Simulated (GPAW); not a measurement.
# Magnetic state of MoS227 Mn2 d5p47 from several starts, part 2 of 2

Aim: find out whether MoS227 Mn2 d5p47 carries moments, and which collinear order costs least.

GPAW 26.7.0; PBE; plane waves with GPAW's PAW setups, scalar-relativistic.

So far. Step 2 (Start 1: ferro ++): After 46 cycles the largest moment stands at 1.41 μB.

### 3. Run 2 (antiferro +-)

An opposed order shows whether the pairs that it reverses prefer unlike signs.

order2.py reads:

```python
import json
import numpy as np
from ase import Atoms
from ase.parallel import paropen, parprint
from gpaw import GPAW

atoms = Atoms(['Mn', 'S', 'S', 'Mo', 'S', 'S', 'Mo', 'S', 'S', 'Mo', 'S', 'S', 'Mo', 'S', 'S', 'Mo', 'S', 'S', 'Mo', 'S', 'S', 'Mn', 'S', 'S', 'Mo', 'S', 'S'],
    cell=[[9.48, 0.0, 0.0],
         [-4.74, 8.209921, 0.0],
         [0.0, -0.0, 16.13]],
    scaled_positions=[[0.0, 0.0, 0.5],
         [0.222222, 0.111111, 0.597024],
         [0.222222, 0.111111, 0.402976],
         [0.0, 0.333333, 0.5],
         [0.222222, 0.444444, 0.597024],
         [0.222222, 0.444444, 0.402976],
         [0.0, 0.666667, 0.5],
         [0.222222, 0.777778, 0.597024],
         [0.222222, 0.777778, 0.402976],
         [0.333333, 0.0, 0.5],
         [0.555556, 0.111111, 0.597024],
         [0.555556, 0.111111, 0.402976],
         [0.333333, 0.333333, 0.5],
         [0.555556, 0.444444, 0.597024],
         [0.555556, 0.444444, 0.402976],
         [0.333333, 0.666667, 0.5],
         [0.555556, 0.777778, 0.597024],
         [0.555556, 0.777778, 0.402976],
         [0.666667, 0.0, 0.5],
         [0.888889, 0.111111, 0.597024],
         [0.888889, 0.111111, 0.402976],
         [0.666667, 0.333333, 0.5],
         [0.888889, 0.444444, 0.597024],
         [0.888889, 0.444444, 0.402976],
         [0.666667, 0.666667, 0.5],
         [0.888889, 0.777778, 0.597024],
         [0.888889, 0.777778, 0.402976]],
    pbc=True,
    magmoms=[4.5, 0.0, 0.0, 0.0, 0.0, 0.0, 0.0, 0.0, 0.0, 0.0, 0.0, 0.0, 0.0, 0.0, 0.0, 0.0, 0.0, 0.0, 0.0, 0.0, 0.0, -4.5, 0.0, 0.0, 0.0, 0.0, 0.0])
atoms.calc = GPAW(mode={'name': 'pw', 'ecut': 450},
    xc='PBE',
    kpts={'size': (4, 4, 1), 'gamma': True},
    occupations={'name': 'fermi-dirac', 'width': 0.05},
    convergence={'density': 1e-05, 'energy': 1e-05},
    maxiter=200,
    mixer={'name': 'pulay', 'beta': 0.05, 'nmaxold': 6, 'weight': 50},
    symmetry={'tolerance': 1e-4},
    txt='order2.txt')
e = atoms.get_potential_energy(force_consistent=True)
res = {'free_energy': e, 'energy_sigma0': atoms.get_potential_energy(), 'fermi_energy': atoms.calc.get_fermi_level()}
res['moments'] = atoms.get_magnetic_moments().tolist()
res['total'] = atoms.get_magnetic_moment()
parprint('site moments (muB):', np.round(res['moments'], 3))
parprint(f"total moment: {res['total']:.3f} muB")
parprint(f'free energy: {e:.6f} eV')
atoms.calc.write('order2.gpw')
with paropen('results.json', 'w') as f:
    json.dump(res, f)
```

Launch:

```bash
$ OMP_NUM_THREADS=1 mpirun -n 4 gpaw python order2.py > order2.log
```

Numbers of over 12 decimals in the logs are rounded to 6 here.

Log:

```text
site moments (muB): [ 1.109 -0.015 -0.015 -0.004 -0.    -0.    -0.004 -0.    -0.    -0.004
  0.016  0.016 -0.004  0.016  0.016 -0.004 -0.    -0.    -0.004 -0.015
 -0.015 -1.236  0.016  0.016 -0.004 -0.015 -0.015]
total moment: -0.145 muB
free energy: -191.407082 eV

--- order2.txt ---
Input parameters:
  mode=PW(ecut=450),
  convergence={'density': 1e-05, 'energy': 1e-05},
  kpts=MonkhorstPack(size=(4, 4, 1), gamma=True),
  maxiter=200,
  mixer=Pulay(name='pulay', nmaxold=6, beta=0.05, weight=50, sigma=0.015, g_ss=None),
  occupations=Occupations(name='fermi-dirac', width=0.05),
  symmetry=Symmetry(tolerance=0.0001),
  xc=XC(name='PBE')

Diagonalizing LCAO Hamiltonian
Converting LCAO to pw mode

               S      S       S
                 S       S      S
          Mo      Mo      Mo
                   S       S       S
             MoS    MoS     MnS
               MnS     MoS    MoS

                   S       S       S

Atoms  # Å, Bohr magnetons
|    | symbol |         x |        y |        z |    initial magnetic moments |
|----|--------|-----------|----------|----------|-----------------------------|
|  0 |     Mn |  0.000000 | 0.000000 | 8.065000 | ( 0.0000,  0.0000,  4.5000) |
|  1 |      S |  1.579998 | 0.912213 | 9.629997 | ( 0.0000,  0.0000,  0.0000) |
|  2 |      S |  1.579998 | 0.912213 | 6.500003 | ( 0.0000,  0.0000,  0.0000) |
|  3 |     Mo | -1.579998 | 2.736638 | 8.065000 | ( 0.0000,  0.0000,  0.0000) |
|  4 |      S | -0.000000 | 3.648850 | 9.629997 | ( 0.0000,  0.0000,  0.0000) |
|  5 |      S | -0.000000 | 3.648850 | 6.500003 | ( 0.0000,  0.0000,  0.0000) |
|  6 |     Mo | -3.160002 | 5.473283 | 8.065000 | ( 0.0000,  0.0000,  0.0000) |
|  7 |      S | -1.580003 | 6.385496 | 9.629997 | ( 0.0000,  0.0000,  0.0000) |
|  8 |      S | -1.580003 | 6.385496 | 6.500003 | ( 0.0000,  0.0000,  0.0000) |
|  9 |     Mo |  3.159997 | 0.000000 | 8.065000 | ( 0.0000,  0.0000,  0.0000) |
| 10 |      S |  4.740005 | 0.912213 | 9.629997 | ( 0.0000,  0.0000,  0.0000) |
| 11 |      S |  4.740005 | 0.912213 | 6.500003 | ( 0.0000,  0.0000,  0.0000) |
| 12 |     Mo |  1.579998 | 2.736638 | 8.065000 | ( 0.0000,  0.0000,  0.0000) |
| 13 |      S |  3.160006 | 3.648850 | 9.629997 | ( 0.0000,  0.0000,  0.0000) |
| 14 |      S |  3.160006 | 3.648850 | 6.500003 | ( 0.0000,  0.0000,  0.0000) |
| 15 |     Mo | -0.000005 | 5.473283 | 8.065000 | ( 0.0000,  0.0000,  0.0000) |
| 16 |      S |  1.580003 | 6.385496 | 9.629997 | ( 0.0000,  0.0000,  0.0000) |
| 17 |      S |  1.580003 | 6.385496 | 6.500003 | ( 0.0000,  0.0000,  0.0000) |
| 18 |     Mo |  6.320003 | 0.000000 | 8.065000 | ( 0.0000,  0.0000,  0.0000) |
| 19 |      S |  7.900002 | 0.912213 | 9.629997 | ( 0.0000,  0.0000,  0.0000) |
| 20 |      S |  7.900002 | 0.912213 | 6.500003 | ( 0.0000,  0.0000,  0.0000) |
| 21 |     Mn |  4.740005 | 2.736638 | 8.065000 | ( 0.0000,  0.0000, -4.5000) |
| 22 |      S |  6.320003 | 3.648850 | 9.629997 | ( 0.0000,  0.0000,  0.0000) |
| 23 |      S |  6.320003 | 3.648850 | 6.500003 | ( 0.0000,  0.0000,  0.0000) |
| 24 |     Mo |  3.160002 | 5.473283 | 8.065000 | ( 0.0000,  0.0000,  0.0000) |
| 25 |      S |  4.740000 | 6.385496 | 9.629997 | ( 0.0000,  0.0000,  0.0000) |
| 26 |      S |  4.740000 | 6.385496 | 6.500003 | ( 0.0000,  0.0000,  0.0000) |

Unit cell  # Å
| periodic |         x |         y |         z |   lengths |     angles |
|----------|-----------|-----------|-----------|-----------|------------|
|      yes |  9.480000 |  0.000000 |  0.000000 |  9.480000 |  90.000000 |
|      yes | -4.740000 |  8.209921 |  0.000000 |  9.480000 |  90.000000 |
|      yes |  0.000000 | -0.000000 | 16.130000 | 16.130000 | 119.999999 |

Number of symmetries: 12

BZ-sampling:
  Number of BZ points: 16
  Number of IBZ points: 4

  Monkhorst-Pack size: [4, 4, 1]
  Monkhorst-Pack shift: [0.125, 0.125, 0.0]

Plane wave coefficients: 27283
Cutoff: 450.000000 eV

Spin-components: 2 (collinear spins)
Bands:           146
Projectors:      144
Spin-degeneracy: 1
Datatype:        complex128

Parallelization:
  kpt:    4
  domain: 1
  band:   1

Density:
  Valence electrons: 236.0
  Components: 2
  Grid points: [48 48 80]
  Charge: 0.0  # |e|

Potential:
  Grid points: [48 48 80]

[... setups left out ...]
Reference energy: -1029403.842722  # eV

eigensolver:
  PPCG
  Converge bands: occupied
  niter=2

density mixing:
  Pulay-Mixer
  Linear mixing parameters: 0.05
  Old densities: 6
  Fourier metric: weight=50, sigma=0.015

occupation numbers:
  Fermi-Dirac:
    width: 0.0500  # eV

poisson solver:
  ecut: 3600.000000  # eV

xc functional:
  name: PBE with 2 nearest neighbor stencil

convergence criteria:
- Maximum integral of absolute [dens]ity change: 1e-05 electrons / valence electron
- Maximum [total energy] change in last 3 cyles: 1e-05 eV / valence electron
- Maximum integral of absolute [eigenst]ate change: 4e-08 eV^2 / valence electron
maximum number of iterations: 200

SCF iterations
|iter     |      energy | eigst |  dens |  magmom |
|---------|-------------|-------|-------|---------|
|iter:   1|       0s | -203.098471 | +0.62 |       |  -0.0000|
|iter:   2|      22s | -197.402874 | -0.32 | -0.88 |  -0.0028|
|iter:   3|      46s | -193.409057 | -0.87 | -1.00 |  -0.0113|
|iter:   4|      70s | -191.305474 | -1.09 | -1.09 |  -0.0255|
|iter:   5|      94s | -190.741836 | -1.55 | -1.23 |  -0.0364|
|iter:   6|     117s | -190.588829 | -1.33 | -1.32 |  -0.0338|
|iter:   7|     141s | -190.635661 | -2.42 | -1.52 |  -0.0355|
|iter:   8|     165s | -190.943701 | -2.34 | -1.55 |  -0.0054|
|iter:   9|     189s | -190.959300 | -2.74 | -1.77 |  +0.0020|
|iter:  10|     212s | -191.000436 | -3.33 | -1.91 |  +0.0032|
[... 56 iterations left out ...]
|iter:  67|    1509s | -191.340115c| -6.71 | -4.22 |  -0.1345|
|iter:  68|    1532s | -191.340121c| -7.14 | -4.29 |  -0.1394|
|iter:  69|    1544s | -191.340123c| -7.48c| -4.34 |  -0.1403|
|iter:  70|    1568s | -191.340134c| -7.33 | -4.42 |  -0.1410|
|iter:  71|    1580s | -191.340134c| -7.53c| -4.57 |  -0.1408|
|iter:  72|    1592s | -191.340133c| -7.66c| -4.70 |  -0.1404|
|iter:  73|    1615s | -191.340134c| -7.63c| -4.77 |  -0.1425|
|iter:  74|    1627s | -191.340134c| -8.15c| -4.81 |  -0.1428|
|iter:  75|    1639s | -191.340132c| -7.51c| -4.84 |  -0.1448|
|iter:  76|    1651s | -191.340132c| -7.77c| -5.06c|  -0.1448|

Converged in 76 steps
Energy contributions relative to reference atoms: (reference = -1029403.842722)

Energy contributions:
  Kinetic:         -10.886271
  Coulomb:         -39.720961
  Zero:             -0.585092
  External:          0.000000
  Xc:             -140.080859
  Entropy:          -0.133899
  Spinorbit:         0.000000
  ----------------------------
  Free energy:    -191.407082
  Extrapolated:   -191.340132

dipole moment: (-13.977480, -98.673840, 0.000037)  # |e|*Ang

Total magnetic moment: (0.000000, 0.000000, -0.144810)

Local magnetic moments
|        x |        y |         z |
|----------|----------|-----------|
| 0.000000 | 0.000000 |  1.109432 |  # Mn   0
| 0.000000 | 0.000000 | -0.014733 |  # S    1
| 0.000000 | 0.000000 | -0.014733 |  # S    2
| 0.000000 | 0.000000 | -0.003609 |  # Mo   3
| 0.000000 | 0.000000 | -0.000167 |  # S    4
| 0.000000 | 0.000000 | -0.000167 |  # S    5
| 0.000000 | 0.000000 | -0.003609 |  # Mo   6
| 0.000000 | 0.000000 | -0.000167 |  # S    7
| 0.000000 | 0.000000 | -0.000167 |  # S    8
| 0.000000 | 0.000000 | -0.003609 |  # Mo   9
| 0.000000 | 0.000000 |  0.016273 |  # S   10
| 0.000000 | 0.000000 |  0.016273 |  # S   11
[...]
| 0.000000 | 0.000000 | -0.014733 |  # S   19
| 0.000000 | 0.000000 | -0.014733 |  # S   20
| 0.000000 | 0.000000 | -1.235616 |  # Mn  21
| 0.000000 | 0.000000 |  0.016273 |  # S   22
| 0.000000 | 0.000000 |  0.016273 |  # S   23
| 0.000000 | 0.000000 | -0.003609 |  # Mo  24
| 0.000000 | 0.000000 | -0.014733 |  # S   25
| 0.000000 | 0.000000 | -0.014733 |  # S   26

Fermi level: 0.150
Eigenvalues  # (at kpt = [0.000, 0.000, 0.000])
| band index |      eig [eV] | occ [0-1] |      eig [eV] | occ [0-1] |
|------------|---------------|-----------|---------------|-----------|
|          0 |       -80.527 |     1.000 |       -80.580 |     1.000 |
|        ... |               |           |               |           |
|        110 |        -1.991 |     1.000 |        -1.994 |     1.000 |
|        111 |        -1.782 |     1.000 |        -1.766 |     1.000 |
|        112 |        -1.782 |     1.000 |        -1.765 |     1.000 |
|        113 |        -1.763 |     1.000 |        -1.765 |     1.000 |
|        114 |        -1.060 |     1.000 |        -1.088 |     1.000 |
|        115 |        -0.994 |     1.000 |        -1.039 |     1.000 |
|        116 |        -0.994 |     1.000 |        -1.039 |     1.000 |
|        117 |        -0.075 |     0.989 |        -0.083 |     0.991 |
|        118 |         0.296 |     0.052 |         0.274 |     0.077 |
|        119 |         0.296 |     0.051 |         0.274 |     0.077 |
|        120 |         0.622 |     0.000 |         0.571 |     0.000 |
|        121 |         0.769 |     0.000 |         0.748 |     0.000 |
|        122 |         0.769 |     0.000 |         0.749 |     0.000 |
|        123 |         0.873 |     0.000 |         0.869 |     0.000 |
|        124 |         0.928 |     0.000 |         0.891 |     0.000 |
|        125 |         0.928 |     0.000 |         0.891 |     0.000 |
|        ... |               |           |               |           |
|        145 |         2.891 |     0.000 |         2.888 |     0.000 |

No gap
No difference between direct/indirect transitions
```

Wall time 28 min (4 MPI ranks of Arm Neoverse V2, shared host); peak memory 3.7 GiB.

Spin moment in the augmentation sphere by element, in μB:

```
element  atoms   mean  spread (r.m.s.)  least  largest
     Mn      2  -0.06             1.17  -1.24     1.11
      S     18   0.00             0.01  -0.01     0.02
     Mo      7   0.00             0.00   0.00     0.00
```

The atoms farthest from the mean of their element:

```
atom       x, y, z (Å)  spin moment in the augmentation sphere (μB)
 Mn1  0.00, 0.00, 8.06                                         1.11
Mn22  4.74, 2.74, 8.06                                        -1.24
 S11  4.74, 0.91, 9.63                                         0.02
 S15  3.16, 3.65, 6.50                                         0.02
 S14  3.16, 3.65, 9.63                                         0.02
 S24  6.32, 3.65, 6.50                                         0.02
 S23  6.32, 3.65, 9.63                                         0.02
 S12  4.74, 0.91, 6.50                                         0.02
```

Numbers from this step:

* magnetization: -0.1448 μB
* final state: ferrimagnetic

It lies 77.7 meV a seeded atom over the first start, and its largest moment is 1.24 μB against 1.41 μB.

### 4. Ranking

These are free energies at a smearing of 0.05 eV, so its entropy term is in the differences. They are divided by the number of seeded atoms, so that cells of unlike size compare.

Orders:

```
       start    final state  typed order kept  energy over the lowest (meV a seeded atom)  largest site moment (μB)  net moment (μB a primitive cell)  mesh matched  CPU time (s)
    ferro ++  ferromagnetic               yes                                           0                      1.41                             1.999           yes          3766
antiferro +-  ferrimagnetic               yes                                       77.68                     1.236                            0.1448           yes          6734
```

### 5. What came out

```yaml
lowest_state_found: ferromagnetic (typed ferro ++)
largest_site_moment: 1.41 μB
next_state: ferrimagnetic, 77.7 meV a seeded atom higher
```

**Reading.** The lowest state found is ferromagnetic, reached from the start ferro ++, with moments up to 1.41 μB. The next state costs 78 meV a seeded atom. Only 2 starts are shown; other collinear patterns, canted and longer-period orders are not.

[Logs and program files are shortened in this print: banners, set-up blocks, solver, clock and traceback lines can be left out without a mark of their own.]

[Logs are printed without paths, hosts, clocks, repeated set-up lines and the standing remarks that a program may print on its own settings, such as how far it seeks lower states.]

[Hosts, paths, dates, database ids (printed as entryN), source tags and the programs' standing remarks are cut or masked in the printed files.]

[Where a cell is said to come from a database of computed structures, the database is the Materials Project.]
